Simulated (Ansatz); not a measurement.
# Structure types of Lu compared at 13 GPa

Structure types of Lu are relaxed in primitive cells with their symmetry kept at 13 GPa, first on PAW files, then by LAPW. The enthalpy is E + pV at zero temperature, without zero-point motion. Only the types listed were tried, and differences under about 5 meV/atom are mesh noise.

Level of theory: DFT with PBE, scalar-relativistic, in Ansatz 0.2.0; Fermi–Dirac smearing of 0.08 eV, no spin polarisation. LAPW: all electrons, basis error target 0.5 meV/atom; PAW: frozen-core files, cutoff 420 eV.

k meshes: fcc 15×15×15, bcc 15×15×15, hcp 14×14×8, omega 7×7×10, simple hexagonal 14×14×13, sc 13×13×13.

Spin–orbit coupling is left out, which matters for the heavy atoms.

| start type | ends as | a, b, c (Å) | V (Å³/atom) | H − H(lowest), LAPW (meV/atom) |
| --- | --- | --- | --- | --- |
| fcc | fcc, Fm-3m | 4.543, 4.543, 4.543 | 23.43 | 15.3 |
| bcc | bcc, Im-3m | 3.629, 3.629, 3.629 | 23.89 | ? |
| hcp | hcp, P6_3/mmc | 3.278, 3.278, 5.117 | 23.80 | 0.0 |
| omega | omega, P6/mmm | 5.086, 5.086, 3.149 | 23.52 | 73.8 |
| simple hexagonal | simple hexagonal, P6/mmm | 3.071, 3.071, 2.955 | 24.14 | ? |
| sc | sc, Pm-3m | 2.913, 2.913, 2.913 | 24.72 | 1016.9 |

**Question.** Fill in "H − H(lowest), LAPW (meV/atom)" for the row "bcc".

**Answer.** 163.4.

**Question.** Fill in "H − H(lowest), LAPW (meV/atom)" for the row "simple hexagonal".

**Answer.** 567.5.

**Question.** Split the lead of hcp over fcc into energy and pV.

**Answer.** For fcc less hcp: ΔE = +45.4 meV/atom, and p·ΔV = 13 GPa × -0.3706 Å³ × 6.242 meV/(GPa·Å³) = -30.1 meV/atom, together 15.3 meV/atom. hcp wins by its internal energy, though it is the less dense.

**Question.** Would fcc gain on hcp at higher pressure?

**Answer.** Yes: dH/dp = V, and its volume is smaller by 0.37 Å³/atom. Held constant, that would close the gap after about 6.6 GPa more, a rough figure, since the volume difference changes with pressure.
